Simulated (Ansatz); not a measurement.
# Co (P6_3/mmc) in Ansatz: a series of runs

The runs below take Co through relaxation of cell and atoms, with PBE+D4, RPBE+D3(BJ), PBEsol+D4, PBEsol, B3LYP.

Program: Ansatz 0.2.0. These are calculated values, not measurements. Logs are shortened: lines on timing, memory, paths and dates and some standing lists are left out, and cuts for length are marked.

**1. The structure**

The structure is hexagonal, space group P6_3/mmc (No. 194). The conventional cell has a = 2.472 Å, b = 2.472 Å, c = 4.021 Å, α = 90.00°, β = 90.00°, γ = 120.00°. Around Co (site symmetry -6m2) lie 12 Co at 2.47 Å.

**2. Relaxation of cell and atoms, PBE+D4, collinear spin, ferromagnetic start**

input.yaml reads:

```yaml
crystal:
  lattice:
    - [2.4719999032, 0.0, 0.0]
    - [-1.2359999516, 2.1408147143, 0.0]
    - [0.0, 0.0, 4.02114408]
  atoms:
    - { symbol: Co, position: [0.6666666667, 0.3333333333, 0.75], spin: 2.0 }
    - { symbol: Co, position: [0.3333333333, 0.6666666667, 0.25], spin: 2.0 }
hamiltonian:
  xc: pbe
  pseudopotentials: { kind: paw }
  dispersion: d4
magnetization:
  spin_polarized: true
kpoints:
  mp_grid: { grid: [12, 12, 7] }
scf:
  occupations: { method: fermi_dirac, width: 0.05 }
output:
  forces: true
  stress: true
relax:
  f_tol: 0.01
  max_steps: 40
  cell: { stress_tol: 0.05 }
```

Potentials or basis: Ansatz PAW.

Run with:

```bash
$ ansatz run input.yaml --threads 2 --pin off --max-ram 5632MiB --backend cpu --events-out ev --progress --plain --runs-dir out
```

What it wrote:

```text
Warning: RAYON_NUM_THREADS=2 ignored (pool sized by the plan → 2); use --threads N
Engine: ansatz 0.2.0, x86_64-unknown-linux-gnu
Pseudopotentials: kind: paw
Pseudopotential: Co, paw, valence charge 17, recommended cutoff 420 eV (normal), Co.paw.azcp
Functional definition: PBE
  parameter kappa = 0.804
  parameter beta = 0.06672455060314922
  exchange = pbe_x(kappa = kappa, mu = beta*pi^2/3)
  correlation = pbe_c(beta = beta)
Crystal: 2 atoms, lattice volume = 21.280 Å³
Basis set: ecut = 420 eV, 391 PW (Γ), exchange–correlation on 36×36×54 points (8 copies of the dense FFT grid, shifted against one another)
Bands: 23, of which v1, the nominal top of the filled ones, is band 17 counted from 1 (16 counted from 0)
Symmetry: 24 space group operations
Space group: P63/mmc (ITA 194), of the structure as read, at distance tolerance 2.8e-5 Å
Magnetic group: BNS 194.263 (UNI 1493), of the structure as read, at distance tolerance 2.8e-5 Å
k-points: 76 of 1008
Non-local potential: Co, projectors of the file, l = 0: 3, l = 1: 2, l = 2: 3, l = 3: 1
PAW form: soft (Blöchl's): semilocal exchange-correlation on the pseudo side does not see the compensation charge
PAW one-centre angular grid: Co, 590 points (default); XC on 64 Gauss nodes
Initial density: superposition of atomic densities (chi_scale 0.1, normalization cell)
Starting moments: Σ|m| = 4 μB on 2 of 2 sites
Initial wavefunctions: pseudopotential atomic-orbital guess
Functional: x = pbe(κ = 0.804, μ = 0.2195149727645171), c = pbe(β = 0.06672455060314922)
SCF iter   1: F=—  HF=-10252.513351 eV  |F-HF|=—  |Δ(HF+E_count)|=         —  Δρ=9.23e-2 (↑4.92e-2 ↓9.23e-2)  dr2=2.42e0  dr2_m=1.12e-1  M=3.595 μB ∫|m|=3.748 μB  β_m=0.30  ethr=3.10e-3  ⟨swp⟩=5.3  Hψ=13160  notcnv=0
Mixer restart at iter 1: flushing history
preconditioner: auto → none  [metal: Δε(μ)=0.012 eV  Ē_g=9.350 eV  σ=0.050 eV  W_gap=0.06  n_scr=8 (ndim 8)  ℏωp=34.2 eV  f_vac=0.000  D(μ)=1.45/eV (n_scr^D=22)  sad-step TF]
SCF iter   2: F=—  HF=-10251.780156 eV  |F-HF|=—  |Δ(HF+E_count)|=   7.33e-1  Δρ=3.48e-2 (↑1.23e-2 ↓3.48e-2)  dr2=1.75e-1  dr2_m=8.09e-2  M=3.569 μB ∫|m|=3.765 μB  β_m=0.35  ethr=3.10e-3  ⟨swp⟩=2.6  Hψ=6568  notcnv=0  defer=107
SCF iter   3: F=—  HF=-10252.369464 eV  |F-HF|=—  |Δ(HF+E_count)|=         —  Δρ=1.26e-2 (↑1.26e-2 ↓1.01e-2)  dr2=1.73e-2  dr2_m=1.27e-2  M=3.415 μB ∫|m|=3.650 μB  β_m=0.35  ethr=5.14e-4  ⟨swp⟩=2.2  Hψ=4840  notcnv=0  defer=107
Mixer restart at iter 3: flushing history
SCF iter   4: F=—  HF=-10252.741375 eV  |F-HF|=—  |Δ(HF+E_count)|=   3.72e-1  Δρ=9.08e-3 (↑7.25e-3 ↓9.08e-3)  dr2=9.00e-3  dr2_m=8.24e-3  M=3.358 μB ∫|m|=3.619 μB  β_m=0.61  ethr=5.10e-5  ⟨swp⟩=2.3  Hψ=6499  notcnv=0  defer=107
SCF iter   5: F=—  HF=-10253.107943 eV  |F-HF|=—  |Δ(HF+E_count)|=   3.67e-1  Δρ=1.01e-2 (↑3.65e-3 ↓1.01e-2)  dr2=1.58e-2  dr2_m=5.91e-3  M=3.261 μB ∫|m|=3.562 μB  β_m=0.80  ethr=2.65e-5  ⟨swp⟩=2.1  Hψ=7033  notcnv=0  defer=98
SCF iter   6: F=—  HF=-10253.169197 eV  |F-HF|=—  |Δ(HF+E_count)|=   6.13e-2  Δρ=8.10e-3 (↑8.10e-3 ↓2.10e-3)  dr2=6.45e-3  dr2_m=2.95e-3  M=3.227 μB ∫|m|=3.540 μB  β_m=0.76  ethr=2.65e-5  ⟨swp⟩=2.0  Hψ=7392  notcnv=0  defer=80
SCF iter   7: F=—  HF=-10253.171863 eV  |F-HF|=—  |Δ(HF+E_count)|=   2.67e-3  Δρ=1.16e-3 (↑1.16e-3 ↓8.06e-4)  dr2=4.68e-4  dr2_m=8.18e-6  M=3.208 μB ∫|m|=3.526 μB  β_m=0.81  ethr=1.90e-5  ⟨swp⟩=1.9  Hψ=5038  notcnv=0  defer=64
SCF iter   8: F=—  HF=-10253.171746 eV  |F-HF|=—  |Δ(HF+E_count)|=   1.17e-4  Δρ=8.46e-5 (↑8.46e-5 ↓7.40e-5)  dr2=6.81e-8  dr2_m=1.16e-6  M=3.209 μB ∫|m|=3.527 μB  β_m=0.88  ethr=1.38e-6  ⟨swp⟩=2.0  Hψ=4729  notcnv=0  defer=64
SCF iter   9: F=—  HF=-10253.171749 eV  |F-HF|=—  |Δ(HF+E_count)|=   2.45e-6  Δρ=4.77e-5 (↑1.33e-5 ↓4.77e-5)  dr2=1.36e-7  dr2_m=1.74e-7  M=3.209 μB ∫|m|=3.526 μB  β_m=0.94  ethr=2.00e-10  ⟨swp⟩=2.7  Hψ=6330  notcnv=0  defer=64
SCF iter  10: F=—  HF=-10253.171749 eV  |F-HF|=—  |Δ(HF+E_count)|=   9.03e-8  Δρ=1.16e-5 (↑1.16e-5 ↓6.81e-6)  dr2=3.53e-8  dr2_m=1.17e-9  M=3.209 μB ∫|m|=3.526 μB  β_m=0.97  ethr=2.00e-10  ⟨swp⟩=2.0  Hψ=6108  notcnv=0  defer=64
SCF iter  11: F=-10253.171749 eV  HF=-10253.171749 eV  |F-HF|=2.79e-9  |Δ(HF+E_count)|=   1.05e-9  Δρ=3.03e-6 (↑2.33e-6 ↓3.03e-6)  dr2=3.40e-9  dr2_m=3.84e-11  M=3.209 μB ∫|m|=3.526 μB  ethr=1.04e-10  ⟨swp⟩=2.0  Hψ=10489  notcnv=0
SCF 1 converged in 11 iterations: F = -10253.171749 eV  dr2 = 3.40e-9
relax step   1: F+E_penalty+E_count = -10253.17174892 eV  Δ(F+E_penalty+E_count) = +0.000e0 eV  max|allowed force component| = 5.551e-17 eV/Å  Δτ_max = 0.0000 Å  P = -1.367 GPa  Ω = 21.280 Å³  (11 SCF iters, dr2 threshold 1.00e-7 eV, accepted)
Crystal: 2 atoms, lattice volume = 21.214 Å³
Initial density: handed on by an earlier stage of this run
[... 29 lines left out ...]
SCF iter   2: F=—  HF=-10253.173504 eV  |F-HF|=—  |Δ(HF+E_count)|=   5.51e-9  Δρ=2.29e-5 (↑2.29e-5 ↓1.94e-5)  dr2=1.76e-7  dr2_m=3.36e-9  M=3.196 μB ∫|m|=3.511 μB  β_m=0.30  ethr=2.99e-10  ⟨swp⟩=2.0  Hψ=6140  notcnv=0
SCF iter   3: F=—  HF=-10253.173504 eV  |F-HF|=—  |Δ(HF+E_count)|=   3.61e-8  Δρ=7.81e-6 (↑3.91e-6 ↓7.81e-6)  dr2=5.67e-9  dr2_m=5.00e-9  M=3.196 μB ∫|m|=3.511 μB  β_m=0.55  ethr=2.99e-10  ⟨swp⟩=2.7  Hψ=6016  notcnv=0
SCF iter   4: F=—  HF=-10253.173504 eV  |F-HF|=—  |Δ(HF+E_count)|=   3.53e-8  Δρ=4.11e-6 (↑9.34e-7 ↓4.11e-6)  dr2=2.42e-9  dr2_m=8.75e-10  M=3.196 μB ∫|m|=3.511 μB  β_m=0.78  ethr=1.67e-11  ⟨swp⟩=2.5  Hψ=6202  notcnv=0
SCF iter   5: F=-10253.173504 eV  HF=-10253.173504 eV  |F-HF|=2.68e-9  |Δ(HF+E_count)|=   1.04e-8  Δρ=3.60e-6 (↑2.26e-6 ↓3.60e-6)  dr2=3.76e-9  dr2_m=1.93e-10  M=3.196 μB ∫|m|=3.511 μB  ethr=7.12e-12  ⟨swp⟩=2.0  Hψ=11950  notcnv=0
SCF 4 converged in 5 iterations: F = -10253.173504 eV  dr2 = 3.76e-9
relax step   4: F+E_penalty+E_count = -10253.17350360 eV  Δ(F+E_penalty+E_count) = +1.529e-6 eV  max|allowed force component| = 1.850e-17 eV/Å  Δτ_max = 0.0000 Å  P = +0.001 GPa  Ω = 21.151 Å³  energy of the carried Pulay correction = +1.491e-4 eV  (5 SCF iters, dr2 threshold 7.16e-9 eV, accepted)
Initial wavefunctions: pseudopotential atomic-orbital guess (no wavefunctions were taken with the density)
iter 1 solved again at ethr=4.33e-9 eV; its pass at ethr=3.10e-3 eV (dr2=1.47e-6 eV) is discarded
SCF iter   1: F=—  HF=-10253.173374 eV  |F-HF|=—  |Δ(HF+E_count)|=         —  Δρ=3.13e-5 (↑2.91e-5 ↓3.13e-5)  dr2=1.73e-7  dr2_m=1.11e-8  M=3.196 μB ∫|m|=3.511 μB  β_m=0.65  ethr=4.33e-9  ⟨swp⟩=3.9  Hψ=24831  notcnv=0
SCF iter   2: F=—  HF=-10253.173374 eV  |F-HF|=—  |Δ(HF+E_count)|=   1.89e-8  Δρ=1.42e-5 (↑1.42e-5 ↓6.68e-6)  dr2=4.16e-8  dr2_m=6.42e-9  M=3.196 μB ∫|m|=3.511 μB  β_m=0.50  ethr=5.09e-10  ⟨swp⟩=2.2  Hψ=5696  notcnv=0
SCF iter   3: F=—  HF=-10253.173374 eV  |F-HF|=—  |Δ(HF+E_count)|=   6.20e-9  Δρ=1.10e-5 (↑1.10e-5 ↓8.67e-6)  dr2=2.86e-8  dr2_m=9.02e-10  M=3.196 μB ∫|m|=3.511 μB  β_m=0.45  ethr=1.22e-10  ⟨swp⟩=2.0  Hψ=6086  notcnv=0
SCF iter   4: F=—  HF=-10253.173374 eV  |F-HF|=—  |Δ(HF+E_count)|=   6.11e-9  Δρ=1.68e-6 (↑6.06e-7 ↓1.68e-6)  dr2=6.31e-10  dr2_m=1.03e-10  M=3.196 μB ∫|m|=3.511 μB  β_m=0.73  ethr=8.41e-11  ⟨swp⟩=2.1  Hψ=4808  notcnv=0
SCF iter   5: F=—  HF=-10253.173374 eV  |F-HF|=—  |Δ(HF+E_count)|=   3.94e-9  Δρ=8.88e-7 (↑2.55e-7 ↓8.88e-7)  dr2=7.93e-11  dr2_m=5.69e-11  M=3.196 μB ∫|m|=3.511 μB  β_m=0.86  ethr=1.86e-12  ⟨swp⟩=2.1  Hψ=5072  notcnv=0
SCF iter   6: F=—  HF=-10253.173374 eV  |F-HF|=—  |Δ(HF+E_count)|=  7.31e-10  Δρ=2.80e-7 (↑2.80e-7 ↓1.55e-7)  dr2=1.80e-12  dr2_m=7.59e-12  M=3.196 μB ∫|m|=3.511 μB  β_m=0.92  ethr=1.00e-12  ⟨swp⟩=2.3  Hψ=5282  notcnv=0
SCF iter   7: F=-10253.173374 eV  HF=-10253.173374 eV  |F-HF|=1.27e-11  |Δ(HF+E_count)|=  1.64e-11  Δρ=1.98e-7 (↑1.42e-7 ↓1.98e-7)  dr2=1.36e-11  dr2_m=2.32e-13  M=3.196 μB ∫|m|=3.511 μB  ethr=1.00e-12  ⟨swp⟩=4.0  Hψ=14016  notcnv=0
SCF 5 converged in 7 iterations: F = -10253.173374 eV  dr2 = 1.36e-11
relax step   5: F+E_penalty+E_count = -10253.17337422 eV  Δ(F+E_penalty+E_count) = +1.294e-4 eV  max|allowed force component| = 9.252e-18 eV/Å  Δτ_max = 0.0000 Å  P = -0.008 GPa  Ω = 21.151 Å³  stress off target by 1.76e-2 GPa  SCF on the basis re-selected at this cell (its energy is not comparable with the rows above)  (7 SCF iters)
basis re-selected at this cell: Δ(F+E_penalty+E_count) = +1.294e-4 eV, ΔP = -0.009 GPa vs the last step (what re-selecting the basis moved, of the pressure what is left beyond the Pulay correction that the steps carried, after the strain that the cell walked since its last selection, with what the two solves' SCF thresholds leave and, on support functions, any second-order correction that the steps lacked; it is no measure of the basis error at this ecutwfc). This SCF's stress stands 1.76e-2 GPa from its target on what of the cell is left free (relax.cell.stress_tol is 5.00e-2 GPa) and its largest allowed force component is 9.25e-18 eV/Å (relax.f_tol is 1.00e-2 eV/Å): within both
SCF converged after 7 iterations
Magnetization: 3.1962 μB (18.5981 up, 15.4019 down)
Absolute magnetization: 3.5119 μB (∫|ρ↑−ρ↓|, with the PAW one-centre terms)
Spin contamination: 0.0529 ħ² per cell (⟨S²⟩ above its minimum at these occupations)
Per-site moments (μB) at R_I (Å): [(1.6708890985310432, 1.012199068664279), (1.670889098531043, 1.012199068664279)]
Free energy (F): -10253.173374 eV
Harris-Foulkes:  -10253.173374 eV  (|F-HF|=1.27e-11)
Internal energy: -10253.158064 eV  (E = F + TS)
E sigma→0 (E₀):  -10253.165719 eV
Entropy (-TS):   -0.015310 eV (-7.655 meV/atom)
Fermi energy:    19.266866 eV
--- Per-component energies (eV) ---
  E_band       = -469.241080
  E_kinetic    = 908.934446
  E_local      = -5591.736562  (includes V_loc(G=0)·N_el)
  E_nonlocal   = 908.091210
  E_hartree    = 2346.996395
  E_xc         = -318.625603
  E_vxc        = -411.213677  (∫ρ·V_xc dr)
  E_paw        = -3030.419301  (= ΣΔE_a)
  E_vpaw       = -977.309095  (= ΣTr[D̂ρ^β])
  E_aug_tail   = 0.000168  (compensation charges beyond the density's cutoff)
  E_ewald      = -5475.521762
  E_disp       = -0.877055  (pairwise vdW)
  E_smearing   = -0.015310  (= −TS)
  E_closure    = -0.000000  (closes the sum)
  Σ components = -10253.173374   (vs F -10253.173374, Δ=0.00e0)
--- Forces (eV/Å), atoms counted from 1 ---
  atom   1  Co     0.00000000    -0.00000000    -0.00000000
  atom   2  Co     0.00000000     0.00000000     0.00000000
  max |Σ_I F_I| component: 1.85e-17 eV/Å
--- Stress (GPa, compression-positive) ---
       -0.003018      -0.000000      -0.000000
       -0.000000      -0.003018      -0.000000
       -0.000000      -0.000000      -0.017610
  P = ⅓ Tr σ = -0.0079 GPa (-0.079 kbar)
--- Relaxed structure (4 steps of the walk, 4 accepted, 1 SCFs on fresh bases) ---
  F+E_penalty+E_count = -10253.17337422 eV   max|allowed force component| = 9.252e-18 eV/Å   (the final SCF, on the basis selected at the relaxed cell)
  cell:  # Å, volume = 21.1512 Å³
    - [2.473922230783315, 0.0, 0.0]
    - [-1.2369611153916575, 2.14247949884542, 0.0]
    - [0.0, 0.0, 3.9905465896580585]
  atoms:
    - { symbol: Co, position: [0.6666666666666666, 0.3333333333333333, 0.7500000000000001] }
    - { symbol: Co, position: [0.3333333333333333, 0.6666666666666666, 0.25000000000000006] }
```

Wall time 18 s (2 threads of Intel Xeon at 2.70GHz, shared host); peak memory 0.38 GiB.

Results:

| Item | Value |
| --- | --- |
| Free energy | -10253.1734 eV |
| Relaxed volume | 10.58 Å³/atom |
| Relaxed cell | a = 2.474 Å, b = 2.474 Å, c = 3.991 Å, α = 90.00°, β = 90.00°, γ = 120.00° |
| Space group after relaxing (to 0.05 Å) | P6_3/mmc (No. 194) |
| Energy gained by relaxing | 0.8 meV/atom |
| Ionic steps | 5 |
| Pressure after relaxing | 0.0 GPa |
| Net moment | 3.20 μB per cell |
| Absolute moment | 3.51 μB per cell |
| Site moments | Co +1.67 μB |

The path:
```tsv
step	energy change (eV)	largest force (eV/Å)	volume (Å³)
1	0.0000	0.0000	21.28
2	-0.0012	0.0000	21.21
3	-0.0018	0.0000	21.15
4	-0.0018	0.0000	21.15
5	-0.0016	0.0000	21.15
```

Final structure:
```cif
data_structure
_symmetry_space_group_name_H-M 'P 1'
_symmetry_Int_Tables_number 1
_cell_length_a 2.4739
_cell_length_b 2.4739
_cell_length_c 3.9905
_cell_angle_alpha 90.000
_cell_angle_beta 90.000
_cell_angle_gamma 120.000
_cell_volume 21.15
loop_
_atom_site_label
_atom_site_type_symbol
_atom_site_fract_x
_atom_site_fract_y
_atom_site_fract_z
_atom_site_occupancy
Co1 Co 0.66667 0.33333 0.75000 1
Co2 Co 0.33333 0.66667 0.25000 1
```

Caveat: the plane-wave basis is chosen anew once the cell has moved, so the energies of steps on either side of that aren't comparable.

(Part 1 of 2 ends here.)
